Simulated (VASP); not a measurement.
# HCl (Fmmm) in VASP: single point with LDA

Aim: the single point of HCl with LDA.

Program: VASP 6.6.1. These are calculated values, not measurements. Logs are shortened: lines on timing, memory, paths and dates and some standing lists are left out, and cuts for length are marked.

## (1) The structure

It takes space group Fmmm (No. 69, orthorhombic). Conventional cell: a = 5.030 Å, b = 5.350 Å, c = 5.710 Å, α = 90.00°, β = 90.00°, γ = 90.00°. Cl (site symmetry mmm) has 6 H at 2.52 to 2.85 Å as nearest neighbours. H (site symmetry mmm) has 6 Cl at 2.52 to 2.85 Å as nearest neighbours.

## (2) Single point, LDA

INCAR reads:

```
SYSTEM = HCl
PREC = Accurate ; ENCUT = 650
EDIFF = 1E-6 ; ISMEAR = 0
SIGMA = 0.05 ; LREAL = .FALSE.
LASPH = .TRUE. ; NELM = 100
ALGO = Normal ; ISIF = 2
LWAVE = .FALSE. ; LCHARG = .FALSE.
GGA = CA ; NBANDS = 11
ADDGRID = .FALSE.
```

KPOINTS reads:

```
regular mesh
0
G
  11 11 11
  0 0 0
```

POSCAR reads:

```
HCl
1.0
    0.0000000000      2.6750000000      2.8550000000
    2.5150000000      0.0000000000      2.8550000000
    2.5150000000      2.6750000000      0.0000000000
Cl H
1 1
Direct
    0.5000000000      0.5000000000      0.5000000000
    0.0000000000      0.0000000000      0.0000000000
```

Potentials or basis: VASP PAW LDA potentials, release 64 (Cl, H).

Started as:

```console
$ cat potpaw_LDA.64/Cl/POTCAR potpaw_LDA.64/H/POTCAR > POTCAR
$ mpirun -np 1 vasp_std > vasp.out
```

OUTCAR:

```text
SYSTEM = HCl
   PREC = Accurate
   ENCUT = 650
   EDIFF = 1E-6
   ISMEAR = 0
   LREAL = .FALSE.
   LASPH = .TRUE.
   NELM = 100
   ISIF = 2
   GGA = CA

 Found    216 irreducible k-points:

 Following reciprocal coordinates:
            Coordinates               Weight
  0.000000  0.000000  0.000000      1.000000
  0.090909 -0.000000  0.000000      8.000000
  0.181818  0.000000  0.000000      8.000000
  0.272727 -0.000000  0.000000      8.000000
  0.363636  0.000000  0.000000      8.000000
  0.454545 -0.000000  0.000000      8.000000
   k-points           NKPTS =    216   k-points in BZ     NKDIM =    216   number of bands    NBANDS=     11
   number of dos      NEDOS =    301   number of ions     NIONS =      2
   total plane-waves  NPLWV =  36864
   dimension x,y,z NGX =    36 NGY =   32 NGZ =   32
   dimension x,y,z NGXF=    72 NGYF=   64 NGZF=   64
   ions per type =               1   1
   NGX,Y,Z   is equivalent  to a cutoff of  15.30, 13.98, 14.49 a.u.
   NGXF,Y,Z  is equivalent  to a cutoff of  30.59, 27.96, 28.98 a.u.
 SYSTEM =  HCl
   PREC   = accura    normal or accurate (medium, high low for compatibility)
   ISTART =      0    job   : 0-new  1-cont  2-samecut
   ICHARG =      2    charge: 1-file 2-atom 10-const
   ISPIN  =      1    spin polarized calculation?
   LNONCOLLINEAR =      F non collinear calculations
   LSORBIT =      F    spin-orbit coupling
   LASPH  =      T    aspherical Exc in radial PAW
   ENCUT  =  650.0 eV  47.77 Ry    6.91 a.u.   8.13  7.91  7.63*2*pi/ulx,y,z
   NELM   =    100;   NELMIN=  2; NELMDL= -5     # of ELM steps
   EDIFF  = 0.1E-05   stopping-criterion for ELM
   LREAL  =      F    real-space projection
   EDIFFG = 0.1E-04   stopping-criterion for IOM
   NSW    =      0    number of steps for IOM
   IBRION =     -1    ionic relax: 0-MD 1-quasi-New 2-CG
   NFREE  =      0    steps in history (QN), initial steepest desc. (CG)
   ISIF   =      2    stress and relaxation
   ISYM   =      2    0-nonsym 1-usesym 2-fastsym
   POTIM  = 0.5000    time-step for ionic-motion
   TEBEG  =    0.0;   TEEND  =   0.0 temperature during run
   PSTRESS=    0.0 pullay stress
   NELECT =       8.0000    total number of electrons
   NUPDOWN=      -1.0000    fix difference up-down
   EMIN   =  10.00;   EMAX   =-10.00  energy-range for DOS
   EFERMI =   0.00;   METHOD = LEGACY
   ISMEAR =     0;   SIGMA  =   0.05  broadening in eV -4-tet -1-fermi 0-gaus
   EFERMI_NEDOS =   21; number of points for ismear=-14 and -15
   IALGO  =     38    algorithm
   IMIX   =      4    mixing-type and parameters
     AMIX     =   0.40;   BMIX     =  1.00
     AMIX_MAG =   1.60;   BMIX_MAG =  1.00
  volume/ion in A,a.u.               =      19.21       129.62
  Fermi-wavevector in a.u.,A,eV,Ry     =   0.970373  1.833740 12.811579  0.941624
  Thomas-Fermi vector in A             =   2.100503
   LORBIT       =      0    0 simple, 1 ext, 2 COOP (PROOUT), +10 PAW based schemes
   GGA     = CA    functional components
   LHFCALC =     F    Hartree Fock is set to
   AEXX    =    0.0000 exact exchange contribution
   IVDW    =     0    specifies the selected vdW correction
   LEPSILON=     F    determine dielectric tensor
   LRPA    =     F    only Hartree local field effects (RPA)
 non-spin polarized calculation
 Gauss-broadening in eV      SIGMA  =   0.05
  energy-cutoff  :      650.00
  volume of cell :       38.41
 maximum number of plane-waves:      1469
 NGX is ok and might be reduce to    36
   NGX = 17   NGY = 15   NGZ = 15

 number of electron       7.9999999 magnetization

 Free energy of the ion-electron system (eV)
  ---------------------------------------------------
  ext. energy  EPLUGINS =         0.00000000
  ---------------------------------------------------
  free energy    TOTEN  =        -3.76022628 eV

  energy without entropy =       -3.75978750  energy(sigma->0) =       -3.76000689

 E-fermi :  -1.9317     XC(G=0):  -8.2948

 val. band max:       -1.9457946402   @ k =   0.0909   0.0000   0.0909
 cond. band min:      -1.9304137793   @ k =   0.4545   0.4545   0.0000
 fundamental gap:      0.0153808609
 Fermi energy:        -1.9316730459

 k-point     1 :       0.0000    0.0000    0.0000
  band No.  band energies     occupation
      1     -15.1331      2.00000
      2      -2.1338      2.00000
      3      -1.9930      1.91699
      4      -1.9518      1.43157
      5      -1.9028      0.41422
      6       9.2767      0.00000
      7      10.1161      0.00000
      8      10.6430      0.00000
      9      11.0991      0.00000
     10      12.6314      0.00000
     11      13.6793      0.00000

 k-point     2 :       0.0909   -0.0000    0.0000
  band No.  band energies     occupation
      1     -15.0977      2.00000
      2      -2.8842      2.00000
      3      -2.0442      1.99853
      4      -1.9494      1.38474
      5      -1.1833      0.00000
      6       9.0216      0.00000
      7      10.0659      0.00000
      8      10.5091      0.00000
      9      11.0525      0.00000
     10      12.1198      0.00000
     11      13.3370      0.00000

 k-point     3 :       0.1818    0.0000    0.0000
  band No.  band energies     occupation
      1     -15.0003      2.00000
      2      -3.7189      2.00000
      3      -2.0672      1.99987
      4      -2.0276      1.99336
      5      -0.4601      0.00000
      6       8.1149      0.00000
      7       9.9709      0.00000
      8      10.3744      0.00000
      9      11.1035      0.00000
     10      12.0308      0.00000
     11      12.5587      0.00000

 k-point     4 :       0.2727   -0.0000    0.0000
  band No.  band energies     occupation
      1     -14.8666      2.00000
      2      -4.4533      2.00000
      3      -2.1376      2.00000
      4      -2.0848      1.99999
      5       0.1290      0.00000
      6       7.0857      0.00000
      7       9.4837      0.00000
      8      10.5157      0.00000
      9      10.8742      0.00000
     10      12.8238      0.00000
     11      12.8925      0.00000

 k-point     5 :       0.3636    0.0000    0.0000
  band No.  band energies     occupation
      1     -14.7369      2.00000
      2      -5.0065      2.00000
      3      -2.2263      2.00000
      4      -2.1091      2.00000
      5       0.5557      0.00000
      6       6.2880      0.00000
      7       9.0054      0.00000
      8      10.0219      0.00000
      9      11.5556      0.00000
     10      13.7914      0.00000
     11      14.1174      0.00000

 k-point     6 :       0.4545   -0.0000    0.0000
  band No.  band energies     occupation
      1     -14.6563      2.00000
      2      -5.3057      2.00000
      3      -2.2782      2.00000
      4      -2.1225      2.00000
      5       0.7872      0.00000
      6       5.8524      0.00000
      7       8.7470      0.00000
      8       9.7153      0.00000
      9      12.2697      0.00000
     10      14.6731      0.00000
     11      15.4285      0.00000

 [... further k-points ...]

------------------------ aborting loop because EDIFF is reached ----------------------------------------

  FORCE on cell =-STRESS in cart. coord.  units (eV):
  Direction    XX          YY          ZZ          XY          YZ          ZX
  --------------------------------------------------------------------------------------
  -------------------------------------------------------------------------------------
  Total       -4.0878589     -2.6890385     -1.7578165      0.0000000      0.0000000      0.0000000
  in kB     -170.4938000   -112.1526975    -73.3138843      0.0000000      0.0000000      0.0000000
  external PRESSURE =    -118.6534606 kB  Pullay stress =       0.0000000 kB

 VOLUME and BASIS-vectors are now :
 -----------------------------------------------------------------------------
  energy-cutoff  :      650.00
  volume of cell :       38.41
      direct lattice vectors                 reciprocal lattice vectors
     0.000000000  2.675000000  2.855000000    -0.198807157  0.186915888  0.175131349
     2.515000000  0.000000000  2.855000000     0.198807157 -0.186915888  0.175131349
     2.515000000  2.675000000  0.000000000     0.198807157  0.186915888 -0.175131349

 POSITION                                       TOTAL-FORCE (eV/Angst)
 -----------------------------------------------------------------------------------
      2.51500      2.67500      2.85500        -0.000000      0.000000      0.000000
      0.00000      0.00000      0.00000         0.000000     -0.000000      0.000000
 -----------------------------------------------------------------------------------
    total drift:                                0.000000      0.000000      0.000000

  FREE ENERGIE OF THE ION-ELECTRON SYSTEM (eV)
  ---------------------------------------------------
  free  energy   TOTEN  =        -3.7602262784 eV

  energy  without entropy=       -3.7597874990  energy(sigma->0) =       -3.76000689
```

stdout:

```text
POSCAR found type information on POSCAR ClH
 POSCAR found :  2 types and       2 ions
 scaLAPACK will be used
 LDA part: xc-table for (Slater(with rela. corr.)+CA(PZ))
 , standard interpolation
 POSCAR, INCAR and KPOINTS ok, starting setup
 FFT: planning ... GRIDC
 FFT: planning ... GRID_SOFT
 FFT: planning ... GRID
 WAVECAR not read
 entering main loop
```

Wall time 96 s (1 thread of Intel Xeon Platinum 8559C (Emerald Rapids), shared host); peak memory 0.23 GiB.

These settings aren't checked as converged: the numbers below hold their error.

What came out:

```yaml
Free_energy: -3.7602 eV
Pressure: -11.9 GPa
Band_gap_on_the_k_mesh: none (metal or under the smearing width)
```
